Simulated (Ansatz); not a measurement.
**WS2: course of a relaxation**

Theory: DFT r2SCAN, scalar-relativistic, plane waves, PAW (Ansatz 0.2.0). Settings: 500 eV cutoff, 12×12×2 k-mesh, Gaussian smearing of 0.02 eV, no spin polarisation.

What was changed: shear of c along a, cell held, atoms relaxed: +3.0 %.

Spin–orbit coupling is left out, which can shift energies with elements as heavy as these.

Command:

```bash
ansatz run input.yaml --threads 1 --pin off --max-ram 2560MiB --backend cpu --events-out ev --progress --plain --runs-dir out
```

Input:

```yaml
crystal:
  lattice:
    - [3.1810953814, 0.0, 0.0]
    - [-1.5905476907, 2.7549094121, 0.0]
    - [0.5085221988, 0.0, 16.9507399585]
  atoms:
    - { symbol: W, position: [0.3333359503, 0.6666719005, 0.0] }
    - { symbol: S, position: [0.6739775579, 0.3333307164, 0.9080276388] }
    - { symbol: S, position: [0.6593531585, 0.3333307164, 0.0919723612] }
basis:
  ecutwfc: 500
kpoints:
  mp_grid: { grid: [12, 12, 2] }
hamiltonian:
  xc: r2scan
scf:
  occupations: { method: gaussian, width: 0.02 }
output:
  forces: true
  stress: true
  eigenvalues: true
  write_density: true
  write_potential: true
  elf: true
  volumetric_format: npy
relax:
  adjacent_minimum: "off"
  f_tol: 0.008
  max_steps: 40
```

F is the free energy.

Steps:

```csv
step,F − F(1) (eV),largest force component (eV/Å)
1,0.0000,0.242
2,-0.0056,0.020
3,-0.0057,0.012
4,-0.0057,0.003
```

Relaxed structure:

```
CELL_PARAMETERS angstrom
3.18110 0.00000 0.00000
-1.59055 2.75491 0.00000
0.50852 0.00000 16.95074
ATOMIC_POSITIONS crystal
W 0.33334 0.66667 0.00000
S 0.68134 0.33333 0.90803
S 0.65199 0.33333 0.09197
```

Symmetry: C2, No. 5, monoclinic system. Conventional cell: a = 3.181 Å, b = 5.510 Å, c = 16.958 Å, α = 90.00°, β = 91.72°, γ = 90.00°. Around W (site symmetry 2) lie 6 S at 2.41 Å. Around S (site symmetry 1) lie 3 W at 2.41 Å.

The run converged. The run took 6.7 min on 1 thread of Intel(R) Xeon(R) Processor @ 2.50GHz (Skylake/Cascade Lake) (shared host), peak memory 0.86 GiB.